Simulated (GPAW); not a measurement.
Crystal: SrO.

```xyz
2
Lattice="0.0000 2.5663 2.5663 2.5663 0.0000 2.5663 2.5663 2.5663 0.0000" Properties=species:S:1:pos:R:3 pbc="T T T"
Sr    2.5663    2.5663    2.5663
O     0.0000    0.0000    0.0000
```

Program: GPAW 26.7.0. Alike in all runs: task band structure; cell as given; k mesh 7 × 7 × 7; cutoff (eV) 800; smearing fermi-dirac 0.05 eV.

Task: Order these runs on this cell by their pressure, lowest first.
A. level MS2; potentials or basis GPAW PAW data sets (gpaw-data 1.2.1), pw; spin SOC, no magnetisation; band points 60; spin axis theta (degrees) 54.7; spin axis phi (degrees) 45
B. level PBE; potentials or basis GPAW PAW data sets (gpaw-data 1.2.1), pw; spin SOC, no magnetisation; band points 60; spin axis theta (degrees) 0; spin axis phi (degrees) 0
C. level LDA; potentials or basis PAW data sets generated in the run's folder for this functional, pw; spin off; band points 80

Result: C (-3.2 GPa), A (1.8 GPa), B (3.8 GPa).

Caveats: spin-orbit coupling was added after a scalar SCF, so levels and gaps hold it while energy, forces, pressure and moments don't (some runs); the PAW data sets were made with another functional, which shifts forces and pressure a little (some runs).
